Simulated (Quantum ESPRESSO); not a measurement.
Crystal: BP.

```
P B
1.0
     0.00000    2.26900    2.26900
     2.26900    0.00000    2.26900
     2.26900    2.26900    0.00000
P B
1 1
Direct
  0.75000 0.75000 0.75000
  0.00000 0.00000 0.00000
```

```yaml
Program: Quantum ESPRESSO 7.5
Task: phonons
Functional: PBE
Potentials_or_basis: PseudoDojo 0.4.1 SR PBE standard
Cutoff: 1034 eV
Density_cutoff: 4136 eV
k_mesh: 8 × 8 × 8, shifted
Occupations: fermi-dirac, width 0.05 eV
Spin: no spin polarisation
Target_pressure: 10 GPa
Mixing_beta: 0.5
Most_SCF_iterations: 120
SCF_threshold: 4e-10 Ry
```

The cell and the atoms were relaxed first at 10 GPa, to 11.12 Å³/atom (a = 3.156 Å, b = 3.156 Å, c = 3.156 Å, α = 60.00°, β = 60.00°, γ = 60.00°), and the response was taken there.

The first run showed a gap, so the response started from a second, tighter run with fixed occupations.

**Question.** How polar is the lattice: what are the Born charges, the two dielectric constants and the LO-TO splitting?

**Answer.** Born charges ±0.68 e; dielectric constants 9.10 (electrons alone) and 9.28 (static); transverse and longitudinal modes at 846 and 854 cm⁻¹.

Caveat: the cell is more than 3 GPa from zero pressure, which shifts response properties.
